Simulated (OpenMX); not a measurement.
PtSe2 (Sudovikovite): single point with PBE

Crystal: PtSe2 (Sudovikovite).

```
Pt Se
1.0
     3.72400    0.00000    0.00000
    -1.86200    3.22508    0.00000
     0.00000    0.00000    5.06200
Pt Se
1 2
Direct
  0.00000 0.00000 0.00000
  0.66667 0.33333 0.75000
  0.33333 0.66667 0.25000
```

| Item | Value |
| --- | --- |
| Program | OpenMX 3.8.5 |
| Task | single point |
| Functional | PBE |
| Potentials or basis | OpenMX 2013 PBE set, Pt7.0-s3p2d2f1, Se7.0-s3p2d2, grid cutoff 400 Ry |
| k mesh | 9 × 9 × 5 |
| Occupations | fermi-dirac, width 0.05 eV |
| Spin | no spin polarisation |

The pressure is 8.2 GPa and the largest force is 0.831 eV/Å. The band gap on the k mesh is none (metal or under the smearing width) and the mulliken charges are Pt +0.31; Se -0.15 e.

Forces in eV/Å, atoms in the order of the input:
```
Pt   0.000  0.000  0.000
Se  -0.004  0.002 -0.831
Se   0.004 -0.002  0.831
```

Levels at points of the mesh, in eV from the Fermi level:
```
           k point  band 12  band 13  band 14  band 15  band 16  band 17
(0.00, 0.00, 0.00)    -1.14    -1.14     0.36     1.40     1.40     3.61
```

It took 2 min on 1 thread of Arm Neoverse V2, with other jobs on the host, peak memory 0.99 GiB.

Caveat: Mulliken charges move with the basis; the basis of atomic orbitals isn't converged, which shifts pressures, moduli and gaps. The run has no spin-orbit coupling, so splittings on Pt are missing.
